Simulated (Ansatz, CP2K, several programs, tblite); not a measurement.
Energy against volume for zincblende CaSe, at fixed shape and fractional coordinates, computed by several methods (PBE and r2SCAN, where shown, with plane waves in Ansatz); the cell shown is that of r2SCAN. It is cubic, F-43m (No. 216); a = 6.559 Å in the conventional setting, 35.27 Å³ an atom. Ca has 4 Se at 2.84 Å; Se has 4 Ca at 2.84 Å. The calculation is spin-unpolarised, and the structure need not be a phase that has been made. Energies count from each curve's lowest point; fits are third-order Birch-Murnaghan.

```
Ca Se
1.0
     0.00000    3.27956    3.27956
     3.27956    0.00000    3.27956
     3.27956    3.27956    0.00000
Ca Se
1 1
Direct
  0.00000 0.00000 0.00000
  0.25000 0.25000 0.25000
```

light PBE (260 eV, its own mesh), on the shape of the cell shown:
```tsv
V (Å³/atom)	E (meV/atom)
32.452	39.01
33.862	19.80
35.273	0.00
36.684	5.04
38.095	19.94
39.506	38.89
```
The points scatter about a smooth fit, as a low cutoff and a light mesh can make them, so no fit is quoted.

GFN1-xTB (tblite), on the shape of the cell shown, as a cluster of 64 atoms at the zone centre:
```tsv
V (Å³/atom)	E (meV/atom)
31.041	0.00
33.157	32.29
35.273	82.63
37.390	145.19
39.506	215.87
```
This method closes the gap of a crystal that DFT finds insulating, so its curve rests on a wrong state.
The lowest point is an end point, so the minimum isn't bracketed.

PBE/SZV (CP2K), on the shape of the cell shown:
```
V (Å³/atom)  E (meV/atom)
     31.041        231.99
     33.157        111.48
     35.273         41.04
     37.390          7.15
     39.506          0.00
```
The lowest point is an end point, so the minimum isn't bracketed.

PBE, on the shape of its own relaxed cell:
```
V (Å³/atom)  E (meV/atom)
     33.618         14.30
     34.691          3.35
     35.764          0.00
     36.837          3.20
     37.910         12.05
```
V₀ = 35.75 Å³ an atom and B₀ = 33 GPa.

Question: PBE/DZVP (CP2K), on the shape of the cell shown, gives

| V (Å³/atom) | E (meV/atom) |
| --- | --- |
| 31.041 | 93.69 |
| 33.157 | 27.57 |
| 35.273 | 0.00 |
| 37.390 | 1.27 |
| 39.506 | 24.13 |

What equilibrium volume and bulk modulus follow?

Answer: V₀ = 36.20 Å³ an atom and B₀ = 33 GPa.

Spin-orbit coupling is left out.
